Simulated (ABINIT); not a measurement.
Crystal: GaN.

```
CELL_PARAMETERS angstrom
0.00000 2.25350 2.25350
2.25350 0.00000 2.25350
2.25350 2.25350 0.00000
ATOMIC_POSITIONS crystal
Ga 0.00000 0.00000 0.00000
N 0.25000 0.25000 0.25000
```

The cell is a database's computed one.

Base run:

* Program: ABINIT 10.8.3 (patched build)
* Functional: PBEsol
* Potentials or basis: JTH PAW PBE v2.0
* Cutoff: 707 eV
* k mesh: 10 × 10 × 10
* Occupations: fermi-dirac, width 0.05 eV
* Spin: spin-orbit coupling, no magnetisation

Its results: band gap on the k mesh 1.66 eV, direct; pressure -0.5 GPa.

Problem. The run is repeated on the same cell with these changes: potentials or basis from JTH PAW PBE v2.0 to PseudoDojo NC SR PBEsol v0.4 stringent; cutoff from 707 eV to 1551 eV; spin from spin-orbit coupling, no magnetisation to no spin polarisation; valence electrons from 18 to 26. What comes out?

Solution. Band gap on the k mesh 1.70 eV, direct; pressure -1.3 GPa.

Caveats: the PAW data sets were made with another functional, which shifts forces and pressure a little (some runs).
